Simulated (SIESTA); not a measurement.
The system is CoO.

```
Co O
1.0
     1.50547    0.86918    2.43993
    -1.50547    0.86918    2.43993
     0.00000   -1.73837    2.43993
Co O
1 1
Direct
  0.00000 0.00000 0.00000
  0.50000 0.50000 0.50000
```

The cell is a database's computed one.

Base run:

```yaml
Program: SIESTA 5.4.2
Functional: PBEsol
Potentials_or_basis: PseudoDojo 0.4 standard (PBEsol files)
Basis: DZP (energy shift 0.003 Ry; two zetas on semicore shells)
Grid_cutoff: 800 Ry
Energy_shift: 0.003 Ry
k_mesh: 11 × 11 × 11
Occupations: fermi-dirac, width 0.05 eV
Spin: collinear spin, ferromagnetic start
Starting_moments: "[2.0, 0.0] μB"
```

Its results: band gap on the k mesh none (metal or under the smearing width); pressure -8.1 GPa; net moment 2.96 μB per cell.

**Question.** The run is repeated on the same cell with these changes: spin from collinear spin, ferromagnetic start to collinear spin, zero start; moments at the start from [2.0, 0.0] to [0.0, 0.0]. What comes out?

**Answer.** Band gap on the k mesh none (metal or under the smearing width); pressure -25.6 GPa; net moment 0.00 μB per cell.

Caveats: short orbitals over semicore shells can move pressures by several GPa; the basis of atomic orbitals isn't converged, which shifts pressures, moduli and gaps; semilocal functionals often make such compounds metallic where correlation or magnetic order opens a gap, which also shifts bond lengths; a cell with one magnetic atom can't hold antiferromagnetic order, which such compounds often take (some runs).
